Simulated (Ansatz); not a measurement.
**BaTe (rocksalt): zero-pressure volume and bulk modulus with PBEsol**

An exercise on one series of results from a longer session: the logs are not shown, and one member is left open.

Method: DFT PBEsol, scalar-relativistic, plane waves, PAW, in Ansatz 0.2.0.

## The system as given

Symmetry: Fm-3m, No. 225, cubic system. Conventional cell: a = 6.820 Å, b = 6.820 Å, c = 6.820 Å, α = 90.00°, β = 90.00°, γ = 90.00°. Ba (site symmetry m-3m) has 6 Te at 3.41 Å in its first shell of neighbours. Around Te (site symmetry m-3m) lie 6 Ba at 3.41 Å.

Coordinates:

```
CELL_PARAMETERS angstrom
0.00000 3.41000 3.41000
3.41000 0.00000 3.41000
3.41000 3.41000 0.00000
ATOMIC_POSITIONS crystal
Ba 0.50000 0.50000 0.50000
Te 0.00000 0.00000 0.00000
```

At PBE, an earlier run found 3.81 GPa for this cell of 39.652 Å³/atom (6×6×6 mesh), gap on the mesh 1.43 eV. The cell is compressed at this level.

The first run:

input.yaml reads:

```yaml
crystal:
  lattice:
    - [0.0, 3.409999398, 3.409999398]
    - [3.409999398, 0.0, 3.409999398]
    - [3.409999398, 3.409999398, 0.0]
  atoms:
    - { symbol: Ba, position: [0.5, 0.5, 0.5] }
    - { symbol: Te, position: [0.0, 0.0, 0.0] }
basis:
  ecutwfc: 420
  ecutrho_ratio: 4
kpoints:
  mp_grid: { grid: [6, 6, 6] }
hamiltonian:
  xc: pbesol
scf:
  occupations: { method: gaussian, width: 0.05 }
output:
  forces: true
  stress: true
  eigenvalues: true
```

Run with:

```bash
$ ansatz run input.yaml --threads 4 --pin off --max-ram 8192MiB --backend cpu --events-out ev --progress --plain --runs-dir out
```

Steps of the session up to this table: At the given cell; Stepping to 40.159 Å³/atom; Stepping to 41.825 Å³/atom; Volume × 0.98 of the new zero; Volume × 1.02 of the new zero; Volume × 0.96 of the new zero; Volume × 1.04 of the new zero.

One table of the session follows, with a row left open; its other results are not shown here.

It belongs to the step «Energy and pressure against volume». 

| volume (Å³/atom) | energy (meV/atom) | pressure (GPa) |
| --- | --- | --- |
| 40.152 | 7.13 | 1.42 |
| 40.988 | ? | ? |
| 41.825 | 0.00 | -0.01 |
| 42.661 | 1.66 | -0.62 |
| 43.498 | 6.32 | -1.16 |

**Question.** Estimate the row for volume (Å³/atom) = 40.988.

Worked estimate for «energy (meV/atom)». A straight line through the neighbours (40.152, 7.13) and (41.825, 0.00) gives 7.13 + (0.00 − 7.13) × (40.988 − 40.152) / (41.825 − 40.152) = 3.57; a parabola fitted to 3 rows on both sides gives 1.82.

As computed: energy (meV/atom): 1.69; pressure (GPa): 0.67. In «energy (meV/atom)» the line misses by +1.88 and the parabola by +0.13.
